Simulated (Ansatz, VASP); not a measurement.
# One calculation of Be, two programs

Contents of INCAR:

```
PREC = Accurate ; ENCUT = 520
EDIFF = 1E-6 ; ISMEAR = 0
SIGMA = 0.15 ; LREAL = F
LASPH = T ; NELM = 80
ALGO = Fast ; ISIF = 2
LWAVE = F ; LCHARG = F
GGA = PE ; NBANDS = 9
```

File KPOINTS:

```
Automatic mesh
0
Gamma
  24 24 14
```

The input POSCAR:

```
Be
1.0
    2.2995019849      0.0000000000      0.0000000000
   -1.1497509925      1.9914271350      0.0000000000
    0.0000000000      0.0000000000      3.6009000000
Be
2
Direct
    0.4086561997      0.8173123994      0.1666874948
    0.6666666667      0.3333333333      0.7500000000
```

Input for Ansatz:

```yaml
crystal:
  lattice:
    - [2.2995019849, 0.0, 0.0]
    - [-1.1497509925, 1.991427135, 0.0]
    - [0.0, 0.0, 3.6009]
  atoms:
    - { symbol: Be, position: [0.4086561997, 0.8173123994, 0.1666874948] }
    - { symbol: Be, position: [0.6666666667, 0.3333333333, 0.75] }
basis:
  ecutwfc: 420
kpoints:
  mp_grid: { grid: [24, 24, 14] }
hamiltonian:
  xc: pbe
scf:
  occupations: { method: gaussian, width: 0.15 }
output:
  forces: true
  stress: true
  eigenvalues: true
```

Alike in both runs: task single point; functional PBE; k mesh 24 × 24 × 14; occupations gaussian, width 0.15 eV; no spin polarisation.

|  | VASP | Ansatz |
| --- | --- | --- |
| version | VASP 6.6.1 | Ansatz 0.2.0 |
| potentials or method | VASP PAW PBE potentials, release 64 (Be) | scalar-relativistic, plane waves, PAW |
| plane-wave cutoff (eV) | 520 | 420 |
| valence electrons in the cell | 4 | 4 |

VASP gave:

* gap on the k mesh at the Fermi level (eV): none
* pressure (GPa): 5.2
* largest component of the traceless stress (GPa): 15.02
* rms of the force components (eV/Å): 1.893

Estimate Ansatz's values.

gap on the k mesh at the Fermi level (eV): none; pressure (GPa): 5.0; largest component of the traceless stress (GPa): 14.98; rms of the force components (eV/Å): 1.881.

Atom by atom the forces differ by 0.013 eV/Å (rms over components). A gap of «none» marks a metal or a gap that the smearing closes.

Caveats: forces of over 1 eV/Å show positions far from the minimum, so gaps and moduli don't describe the material at rest.
